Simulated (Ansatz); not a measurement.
An input for Ansatz 0.2.0 (HfO2):

Contents of input.yaml:

```yaml
crystal:
  lattice:
    - [0.0, 2.5575, 2.5575]
    - [2.5575, 0.0, 2.5575]
    - [2.5575, 2.5575, 0.0]
  atoms:
    - { symbol: Hf, position: [0.029051, -0.027365, 0.017841], spin: 0.5 }
    - { symbol: O, position: [0.692537, 0.771801, 0.763751] }
    - { symbol: O, position: [0.233849, 0.28671, 0.270459] }
hamiltonian:
  xc: { exchange: b88, correlation: pbe }
  pseudopotentials: { kind: paw }
  dispersion: d3bj
magnetization:
  spin_polarized: true
kpoints:
  mp_grid: { grid: [1, 1, 1] }
scf:
  occupations: { method: fixed }
  max_iter: 80
output:
  forces: true
  stress: true
relax:
  f_tol: 0.01
  max_steps: 40
```

Potentials or basis: Ansatz PAW.

Run with:

```sh
$ ansatz run input.yaml --threads 2 --pin off --max-ram 5120MiB --backend cpu --events-out ev --progress --plain --runs-dir out
```

Problem. Does this run start?

Solution. The run stopped without a result. It printed:

Output:

```text
Error: inconsistent input (scf.occupations.method, magnetization): a σ = 0 step fill (method: fixed, or a smearing width below the step floor) with no hard lock on the total moment puts the same N_el/2 bands in each spin channel, which gives a total moment of zero, but the starting moments sum to +0.5000 μB; make the starting moments (crystal.atoms[].spin / magnetization.per_species / magnetization.initial_magnetization) sum to zero, or set magnetization.spin_locking.lock_magnetization: hard with an even integer magnetization.initial_magnetization, or use a smearing method with a finite width, such as fermi_dirac
```
